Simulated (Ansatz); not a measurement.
# Dielectric response of BN (110) films, part 6 of 7

How well do thin zincblende BN (110) films screen a perpendicular field?

Ansatz 0.2.0; plane-wave DFT, PBE, Ansatz PAW (the session's first sound run).

So far. Step 34 (Relaxing in the field, 24 atoms, units 12, field -0.05 …): The dipole is -0.0362 e·Å, and the gap on the mesh 2.466 eV. Step 35 (Response with the atoms relaxed, 24 atoms, units 12): The induced dipole is that of a conductor 14.19 Å thick.

## (36) Relaxing the film, 32 atoms, units 16

This step: plane-wave DFT, PBE, Ansatz PAW (Ansatz 0.2.0).

System of this step: BN (110), 16 units. The cell holds 32 atoms: 16 B and 16 N. Its edges and angles: a = 2.556 Å, b = 3.615 Å, c = 37.171 Å, α = 90.0°, β = 90.0°, γ = 90.0°. It derives from BN (zincblende BN). Vacuum lies along c.

The next thickness, treated alike, so that differences show the interior and the faces cancel.

Input file input.yaml:

```yaml
crystal:
  lattice:
    - [2.55619101, 0.0, 0.0]
    - [0.0, 3.615, 0.0]
    - [0.0, 0.0, 37.1714326049]
  atoms:
    - { symbol: B, position: [0.5, 0.5, 0.2421214188] }
    - { symbol: "N", position: [0.0, 0.75, 0.2421214188] }
    - { symbol: B, position: [0.0, 0.0, 0.2765052296] }
    - { symbol: "N", position: [0.5, 0.25, 0.2765052296] }
    - { symbol: B, position: [0.5, 0.5, 0.3108890404] }
    - { symbol: "N", position: [0.0, 0.75, 0.3108890404] }
    - { symbol: B, position: [0.0, 0.0, 0.3452728513] }
    - { symbol: "N", position: [0.5, 0.25, 0.3452728513] }
    - { symbol: B, position: [0.5, 0.5, 0.3796566621] }
    - { symbol: "N", position: [0.0, 0.75, 0.3796566621] }
    - { symbol: B, position: [0.0, 0.0, 0.4140404729] }
    - { symbol: "N", position: [0.5, 0.25, 0.4140404729] }
    - { symbol: B, position: [0.5, 0.5, 0.4484242838] }
    - { symbol: "N", position: [0.0, 0.75, 0.4484242838] }
    - { symbol: B, position: [0.0, 0.0, 0.4828080946] }
    - { symbol: "N", position: [0.5, 0.25, 0.4828080946] }
    - { symbol: B, position: [0.5, 0.5, 0.5171919054] }
    - { symbol: "N", position: [0.0, 0.75, 0.5171919054] }
    - { symbol: B, position: [0.0, 0.0, 0.5515757162] }
    - { symbol: "N", position: [0.5, 0.25, 0.5515757162] }
    - { symbol: B, position: [0.5, 0.5, 0.5859595271] }
    - { symbol: "N", position: [0.0, 0.75, 0.5859595271] }
    - { symbol: B, position: [0.0, 0.0, 0.6203433379] }
    - { symbol: "N", position: [0.5, 0.25, 0.6203433379] }
    - { symbol: B, position: [0.5, 0.5, 0.6547271487] }
    - { symbol: "N", position: [0.0, 0.75, 0.6547271487] }
    - { symbol: B, position: [0.0, 0.0, 0.6891109596] }
    - { symbol: "N", position: [0.5, 0.25, 0.6891109596] }
    - { symbol: B, position: [0.5, 0.5, 0.7234947704] }
    - { symbol: "N", position: [0.0, 0.75, 0.7234947704] }
    - { symbol: B, position: [0.0, 0.0, 0.7578785812] }
    - { symbol: "N", position: [0.5, 0.25, 0.7578785812] }
kpoints:
  mp_grid: { grid: [10, 8, 1] }
hamiltonian:
  xc: pbe
scf:
  occupations: { method: fixed }
  convergence: { dr2_threshold: 1.0e-09 }
efield:
  axis: 3
  dipole_correction: true
  ramp_position: 0.97
  ramp_width: 0.06
relax:
  f_tol: 0.003
  max_steps: 100
output:
  write_potential: true
  write_density: true
  volumetric_format: npy
```

On the command line:

```bash
> ansatz run input.yaml --threads 4 --pin off --max-ram 16384MiB --backend cpu --events-out ev --progress --plain --runs-dir out
```

Numbers of over 12 decimals in the logs are rounded to 6 here.

Log:

```text
[...]
Crystal: 32 atoms, lattice volume = 343.487 Å³
Basis set: ecut = 420 eV, 6753 PW (Γ), exchange–correlation on 36×50×500 points (8 copies of the dense FFT grid, shifted against one another)
Bands: 96, of which v1, the nominal top of the filled ones, is band 64 counted from 1 (63 counted from 0)
Symmetry: 2 space group operations
[...]
- { symbol: B, position: [3.965416981550238e-19, -0.000401981, 0.689396] }
    - { symbol: N, position: [0.5, 0.248678, 0.689689] }
    - { symbol: B, position: [0.5, 0.500172, 0.725742] }
    - { symbol: N, position: [1.4743753631350098e-18, 0.743163, 0.725073] }
    - { symbol: B, position: [-3.83259831715473e-19, 0.049285, 0.752848] }
    - { symbol: N, position: [0.5, 0.233240, 0.758717] }
[key lines of the parts left out:]
SCF converged after 6 iterations
Free energy (F): -8673.197329 eV
Fermi energy:    3.270138 eV
Dipole field:    D = -0.000000 V/Å  (p = -0.000000 e·Å, saw-weighted, corrected)
Work function:   Φ+ = 6.7003 eV   Φ− = 6.7002 eV
```

Elapsed: 3 min, on 4 threads of Arm Neoverse V2, shared host; peak memory 1.3 GiB; 12 min of CPU time.

Running mean over 1.278 Å of the planar mean; the ramp of the sawtooth is left out. Electron's electrostatic potential energy less the highest filled level against z:

```
z (Å)  electron's electrostatic potential energy less the highest filled level (eV)
    4                                                                          6.70
    5                                                                          6.70
    6                                                                          6.70
    7                                                                          6.61
    8                                                                          4.13
    9                                                                         -7.55
   10                                                                         -10.6
   11                                                                         -8.74
   12                                                                         -9.39
   13                                                                         -9.34
   14                                                                         -9.34
   15                                                                         -9.34
   16                                                                         -9.32
   17                                                                         -9.34
   18                                                                         -9.35
   19                                                                         -9.34
   20                                                                         -9.33
   21                                                                         -9.32
   22                                                                         -9.35
   23                                                                         -9.35
   24                                                                         -9.31
   25                                                                         -9.41
   26                                                                         -8.85
   27                                                                         -10.1
   28                                                                         -8.76
   29                                                                          2.44
   30                                                                          6.54
   31                                                                          6.69
   32                                                                          6.70
   33                                                                          6.70
```

The relaxation took 7 steps and lowered the energy by 2.1 eV; the largest force on the free atoms ends at 0.0017 eV/Å.

The gap is 2.54 eV, with the valence edge 6.70 eV and the conduction edge 4.16 eV under the upper vacuum level.

## (37) The series together

Times are for 4 threads of Arm Neoverse V2, shared host. The runs compared:

```csv
no.,units,gap by band count (eV),"ionisation energy, upper face (eV)","electron affinity, upper face (eV)",time,memory (GiB)
1,5,2.245,6.553,4.307,23 s,0.54
2,6,2.450,6.581,4.131,30 s,0.58
3,8,2.482,6.637,4.155,47 s,0.74
4,9,2.487,6.669,4.181,58 s,0.79
5,12,2.526,6.685,4.159,97 s,1.0
6,16,2.541,6.700,4.159,3 min,1.3
```

The valence density, planar mean (5) oscillates, so the rows of the table below give means over windows of 1.23 Å about each position, cut where the curve ends. Its maxima inside the range that stand out by 2 % of the span (Å: e/Å³): 9.1: 0.762, 10.3: 0.790, 11.6: 0.764, 12.9: 0.790, 14.0: 0.762. Its minima: 9.7: 0.637, 10.8: 0.546, 12.3: 0.546, 13.4: 0.637.

The runs together. Valence density, planar mean against z; means over each step:

```csv
z (Å),5 (e/Å³),6 (e/Å³),8 (e/Å³),9 (e/Å³),12 (e/Å³),16 (e/Å³)
5.54,4.6e-5,4.6e-5,4.7e-5,4.8e-5,4.8e-5,5.0e-5
6.77,0.00224,0.00226,0.00232,0.00231,0.00238,0.00245
8.00,0.130,0.130,0.132,0.132,0.136,0.139
9.22,0.672,0.677,0.675,0.676,0.676,0.677
10.46,0.682,0.677,0.680,0.679,0.678,0.678
11.69,0.665,0.677,0.675,0.675,0.675,0.675
12.92,0.702,0.670,0.678,0.679,0.679,0.679
14.14,0.608,0.697,0.680,0.678,0.679,0.678
15.38,0.0574,0.625,0.673,0.680,0.679,0.679
16.61,9.9e-4,0.0685,0.689,0.675,0.679,0.679
17.83,2.1e-5,0.00114,0.651,0.684,0.678,0.678
19.06,0,2.4e-5,0.0937,0.663,0.678,0.678
20.29,0,0,0.00158,0.110,0.676,0.677
21.52,0,0,3.3e-5,0.00192,0.671,0.675
22.75,0,0,1.1e-6,5.4e-5,0.692,0.644
```

## (38) The relaxed film, single point, 32 atoms, units 16

The next thickness, treated alike, so that differences show the interior and the faces cancel.

Input file input.yaml:

```yaml
crystal:
  lattice:
    - [2.55619101, 0.0, 0.0]
    - [0.0, 3.615, 0.0]
    - [0.0, 0.0, 37.1714326049]
  atoms:
    - { symbol: B, position: [0.5, 0.5492850037, 0.2471518801] }
    - { symbol: "N", position: [0.0, 0.7332400201, 0.2412833393] }
    - { symbol: B, position: [0.0, 0.0001718597, 0.2742576307] }
    - { symbol: "N", position: [0.5, 0.2431633957, 0.2749271206] }
    - { symbol: B, position: [0.5, 0.4995980266, 0.3106043271] }
    - { symbol: "N", position: [0.0, 0.748678245, 0.3103108165] }
    - { symbol: B, position: [0.0, -0.002776899, 0.3446784006] }
    - { symbol: "N", position: [0.5, 0.2473500717, 0.3447097929] }
    - { symbol: B, position: [0.5, 0.4978028696, 0.3792784478] }
    - { symbol: "N", position: [0.0, 0.7477364631, 0.3792801373] }
    - { symbol: B, position: [0.0, -0.002437377, 0.4137576863] }
    - { symbol: "N", position: [0.5, 0.247630584, 0.4137474024] }
    - { symbol: B, position: [0.5, 0.4976247705, 0.4482545908] }
    - { symbol: "N", position: [0.0, 0.7476709272, 0.448259612] }
    - { symbol: B, position: [0.0, -0.0023982105, 0.4827532385] }
    - { symbol: "N", position: [0.5, 0.2476603018, 0.4827486295] }
    - { symbol: B, position: [0.5, 0.497601788, 0.5172467625] }
    - { symbol: "N", position: [0.0, 0.7476603006, 0.5172513715] }
    - { symbol: B, position: [0.0, -0.0023752339, 0.55174541] }
    - { symbol: "N", position: [0.5, 0.2476709228, 0.5517403887] }
    - { symbol: B, position: [0.5, 0.4975626173, 0.5862423141] }
    - { symbol: "N", position: [0.0, 0.7476305784, 0.5862525979] }
    - { symbol: B, position: [0.0, -0.0021971375, 0.6207215521] }
    - { symbol: "N", position: [0.5, 0.2477364558, 0.6207198625] }
    - { symbol: B, position: [0.5, 0.4972230934, 0.6553215991] }
    - { symbol: "N", position: [0.0, 0.7473500643, 0.6552902066] }
    - { symbol: B, position: [0.0, -0.0004019814, 0.6893956725] }
    - { symbol: "N", position: [0.5, 0.2486782367, 0.689689183] }
    - { symbol: B, position: [0.5, 0.5001718518, 0.7257423689] }
    - { symbol: "N", position: [0.0, 0.7431633871, 0.7250728789] }
    - { symbol: B, position: [0.0, 0.0492849944, 0.7528481193] }
    - { symbol: "N", position: [0.5, 0.2332400099, 0.7587166599] }
kpoints:
  mp_grid: { grid: [10, 8, 1] }
hamiltonian:
  xc: pbe
scf:
  occupations: { method: fixed }
  convergence: { dr2_threshold: 1.0e-09 }
efield:
  axis: 3
  dipole_correction: true
  ramp_position: 0.97
  ramp_width: 0.06
output:
  eigenvalues: true
  dos: { projected: true, e_range: [-7, 7] }
  write_potential: true
  write_density: true
  volumetric_format: npy
checkpoint:
  write: end16.run
  compress: false
  write_wavefunctions: false
```

Log:

```text
[...]
Crystal: 32 atoms, lattice volume = 343.487 Å³
Basis set: ecut = 420 eV, 6753 PW (Γ)
Bands: 96, of which v1, the nominal top of the filled ones, is band 64 counted from 1 (63 counted from 0)
Symmetry: 2 space group operations
k-points: 30 of 80 (time reversal used)
[...]
k-point 0: bands = [... 60 lower, 2.8320, 2.9158, 3.2552, 3.2702, 7.5616, 7.9711, 8.4526, 8.7765, ... 28 higher]
  k-point 1: bands = [... 60 lower, 2.5702, 2.6091, 3.1965, 3.2285, 7.7295, 8.0701, 8.4699, 8.8073, ... 28 higher]
  k-point 2: bands = [... 60 lower, 2.1058, 2.1975, 3.0945, 3.0996, 8.0841, 8.1859, 8.5823, 9.0849, ... 28 higher]
  k-point 29: bands = [... 60 lower, 0.9330, 0.9330, 3.1657, 3.1657, 7.3922, 7.3922, 12.1185, 12.1185, ... 28 higher]
[key lines of the parts left out:]
SCF converged after 9 iterations
Free energy (F): -8673.197349 eV
Fermi energy:    3.270172 eV
Dipole field:    D = -0.000000 V/Å  (p = -0.000000 e·Å, saw-weighted, corrected)
Work function:   Φ+ = 6.7002 eV   Φ− = 6.7001 eV
```

It took 49 s on 4 threads; peak memory 1.6 GiB; 3.2 min of CPU time.

Running mean over 1.278 Å of the planar mean; the ramp of the sawtooth is left out. Electron's electrostatic potential energy less the highest filled level against z:

(Unchanged from step 36.)

The gap is 2.54 eV, with the valence edge 6.70 eV and the conduction edge 4.16 eV under the upper vacuum level.

## (39) Single point, 32 atoms, units 16, field 0.05 V/Å

Edit input.yaml of step 38 so:

```diff
@@ -44,3 +44,3 @@
   occupations: { method: fixed }
-  convergence: { dr2_threshold: 1.0e-09 }
+  convergence: { dr2_threshold: 1.0e-10 }
 efield:
@@ -50,5 +50,4 @@
   ramp_width: 0.06
+  amplitude: 0.05
 output:
-  eigenvalues: true
-  dos: { projected: true, e_range: [-7, 7] }
   write_potential: true
@@ -56,5 +55 @@
   volumetric_format: npy
-checkpoint:
-  write: end16.run
-  compress: false
-  write_wavefunctions: false
```

Log:

```text
[...]
Crystal: 32 atoms, lattice volume = 343.487 Å³
Basis set: ecut = 420 eV, 6753 PW (Γ)
Bands: 96, of which v1, the nominal top of the filled ones, is band 64 counted from 1 (63 counted from 0)
Symmetry: 2 space group operations
k-points: 30 of 80 (time reversal used)
[...]
k-point 0: bands = [... 60 lower, 2.8279, 2.9310, 3.1788, 3.3480, 7.5549, 7.9714, 8.4445, 8.7435, ... 28 higher]
  k-point 1: bands = [... 60 lower, 2.5730, 2.6293, 3.1242, 3.3017, 7.7204, 8.0703, 8.4638, 8.7958, ... 28 higher]
  k-point 2: bands = [... 60 lower, 2.1069, 2.2023, 3.0046, 3.1898, 8.0369, 8.2263, 8.5821, 9.0808, ... 28 higher]
  k-point 29: bands = [... 60 lower, 0.9159, 0.9664, 3.0670, 3.2643, 7.2917, 7.4925, 12.0416, 12.1946, ... 28 higher]
[key lines of the parts left out:]
SCF converged after 13 iterations
Free energy (F): -8673.198428 eV
Fermi energy:    3.347980 eV
Dipole field:    D = 0.022736 V/Å  (p = 0.043157 e·Å, saw-weighted, corrected)
```

Run time: 55 s. Hardware: 4 threads; peak memory 1.6 GiB.

The dipole is 0.0432 e·Å, and the gap on the mesh 2.367 eV.

## (40) Atoms held, 32 atoms, units 16, field -0.05 V/Å

Edit input.yaml of step 39 so:

```diff
@@ -50,3 +50,3 @@
   ramp_width: 0.06
-  amplitude: 0.05
+  amplitude: -0.05
 output:
```

Log:

```text
[...]
Crystal: 32 atoms, lattice volume = 343.487 Å³
Basis set: ecut = 420 eV, 6753 PW (Γ)
Bands: 96, of which v1, the nominal top of the filled ones, is band 64 counted from 1 (63 counted from 0)
Symmetry: 2 space group operations
k-points: 30 of 80 (time reversal used)
[...]
k-point 0: bands = [... 60 lower, 2.8279, 2.9310, 3.1788, 3.3480, 7.5549, 7.9714, 8.4445, 8.7435, ... 28 higher]
  k-point 1: bands = [... 60 lower, 2.5730, 2.6293, 3.1242, 3.3017, 7.7204, 8.0703, 8.4638, 8.7958, ... 28 higher]
  k-point 2: bands = [... 60 lower, 2.1069, 2.2023, 3.0046, 3.1898, 8.0369, 8.2263, 8.5821, 9.0808, ... 28 higher]
  k-point 29: bands = [... 60 lower, 0.9159, 0.9664, 3.0670, 3.2643, 7.2917, 7.4925, 12.0416, 12.1946, ... 28 higher]
[key lines of the parts left out:]
SCF converged after 13 iterations
Free energy (F): -8673.198428 eV
Fermi energy:    3.347981 eV
Dipole field:    D = -0.022735 V/Å  (p = -0.043157 e·Å, saw-weighted, corrected)
```

The job ended after 55 s (4 threads; peak memory 1.6 GiB; 3.7 min of CPU time).

The dipole is -0.0432 e·Å, and the gap on the mesh 2.367 eV.

## (41) Response with the atoms held, 32 atoms, units 16

This step: plane-wave DFT, PBE, Ansatz PAW; response to a field along the normal, atoms held (Ansatz 0.2.0).

Local field over the applied field, running mean. From the potentials at -0.05 and 0.05 V/Å; running mean over 1.278 Å, taken twice. The local field over applied field by z:

z (Å), local field over applied field and a bar from the least value:
```
        5      0.999 ##############################
        6      0.989 ##############################
        7      0.910 ###########################
        8      0.606 ################
        9      0.246 ###
       10      0.175 
       11      0.200 #
       12      0.204 #
       13      0.211 #
       14      0.215 #
       15      0.215 #
       16      0.216 #
       17      0.216 #
       18      0.216 #
       19      0.216 #
       20      0.216 #
       21      0.216 #
       22      0.215 #
       23      0.215 #
       24      0.212 #
       25      0.205 #
       26      0.201 #
       27      0.181 
       28      0.212 #
       29      0.535 #############
       30      0.877 ##########################
       31      0.984 #############################
       32      0.998 ##############################
```

The induced dipole is that of a conductor 16.90 Å thick.

## (42) Electronic ε from the series

This step: plane-wave DFT, PBE, Ansatz PAW; permittivity from the thickness series, atoms held (Ansatz 0.2.0).

Each added layer adds t(1 − 1/ε) to the dipole term, so the slope against thickness gives ε without a choice of where the film ends.

This step gave:

| Item | Value |
| --- | --- |
| slope | 0.7834 |
| intercept of the fit | 1.836 Å |
| ε of the interior | 4.616 |

The equivalent conductor thickness by distance between the outer atoms:

| distance between the outer atoms (Å) | equivalent conductor thickness (Å) |
| --- | --- |
| 5.14 | 5.84 |
| 6.41 | 6.88 |
| 8.97 | 8.87 |
| 10.26 | 9.87 |
| 14.11 | 12.9 |
| 19.23 | 16.9 |

By hand, from the thinnest and the thickest film: slope = (16.902 − 5.837) / (19.234 − 5.136) = 0.785, so ε = 1/(1 − 0.785) = 4.65.

## (43) Static ε from the series

This step: plane-wave DFT, PBE, Ansatz PAW; permittivity from the thickness series, atoms relaxed (Ansatz 0.2.0).

The same fit for the relaxed films. The nearer its slope lies to 1, the more ε hangs on small errors.

This step gave:

| Quantity | Value |
| --- | --- |
| slope | 0.8619 |
| intercept of the fit | 2.038 Å |
| ε of the interior | 7.240 |

Table of equivalent conductor thickness by distance between the outer atoms:

```csv
distance between the outer atoms (Å),equivalent conductor thickness (Å)
5.14,6.46
8.97,9.78
14.11,14.2
```

By hand, from the thinnest and the thickest film: slope = (14.192 − 6.461) / (14.105 − 5.136) = 0.862, so ε = 1/(1 − 0.862) = 7.24. One nm of such a film has the capacitance of 3.9/7.24 = 0.54 nm of SiO₂ (its equivalent oxide thickness).

## (44) The bulk crystal

This step: plane-wave DFT, PBE, Ansatz PAW (Ansatz 0.2.0).

System of this step: zincblende BN. The structure is cubic, space group F-43m (No. 216). The conventional cell has a = 3.615 Å, b = 3.615 Å, c = 3.615 Å, α = 90.00°, β = 90.00°, γ = 90.00°. B has 4 N at 1.57 Å nearest. Nearest to N lie 4 B at 1.57 Å. Farther neighbours and most contacts between anions are not listed.

Band edges are better read in the bulk than in a thin slab, where confinement and surface states shift them. The bulk run gives them against its mean potential.

Input file input.yaml:

```yaml
crystal:
  lattice:
    - [0.0, 1.8075, 1.8075]
    - [1.8075, 0.0, 1.8075]
    - [1.8075, 1.8075, 0.0]
  atoms:
    - { symbol: B, position: [0.0, 0.0, 0.0] }
    - { symbol: "N", position: [0.25, 0.25, 0.25] }
kpoints:
  mp_grid: { grid: [14, 14, 14] }
  band_path: { path: [VBM, CBM], npoints: 1 }
hamiltonian:
  xc: pbe
scf:
  occupations: { method: fixed }
  convergence: { dr2_threshold: 1.0e-09 }
output:
  eigenvalues: true
checkpoint:
  write: bulk.run
  compress: false
  write_wavefunctions: false
```

Log:

```text
[...]
Crystal: 2 atoms, lattice volume = 11.810 Å³
Basis set: ecut = 420 eV, 259 PW (Γ)
Bands: 8, of which v1, the nominal top of the filled ones, is band 4 counted from 1 (3 counted from 0)
Symmetry: 24 space group operations
[...]
k-points: 104 of 2744 (time reversal used)
[...]
SCF iter   1: F=—  HF=-542.274801 eV  |F-HF|=—  |Δ(HF+E_count)|=         —  Δρ=1.55e-3  dr2=1.43e-4  ethr=1.77e-3  ⟨swp⟩=3.8  Hψ=4731  notcnv=0  defer=169
[...]
SCF iter   6: F=-542.274988 eV  HF=-542.274988 eV  |F-HF|=5.12e-12  |Δ(HF+E_count)|=   3.88e-9  Δρ=6.57e-7  dr2=2.01e-11  ethr=1.25e-11  ⟨swp⟩=3.0  Hψ=2845  notcnv=0
SCF 1 converged in 6 iterations: F = -542.274988 eV  dr2 = 2.01e-11
[...]
SCF converged after 6 iterations
Free energy (F): -542.274988 eV
[...]
Internal energy: -542.274988 eV  (E = F + TS)
E sigma→0 (E₀):  -542.274988 eV
Fermi energy:    11.179551 eV
[...]
--- Band table (eV; the first three rows and the last of 104) ---
[...]
```

The job ended after 0.63 s (4 threads; peak memory 0.25 GiB).

This step gave:

```
gap on the k-mesh                  : 4.472 eV
gap along the path                 : 4.472 eV
smallest direct gap along the path : 8.831 eV
gap, the smaller of path and mesh  : 4.472 eV
```

The gap is 4.47 eV.

[end of part 6 of 7]

[Logs are printed without paths, hosts, clocks, repeated set-up lines and the standing remarks that a program may print on its own settings, such as how far it seeks lower states.]

[Hosts, paths, dates, database ids (printed as entryN), source tags and the programs' standing remarks are cut or masked in the printed files.]

[Maps of the electrostatic potential energy from Ansatz leave out the sawtooth potential of an applied field or a dipole correction, so their vacuum need not be flat; planar profiles and work functions include it.]
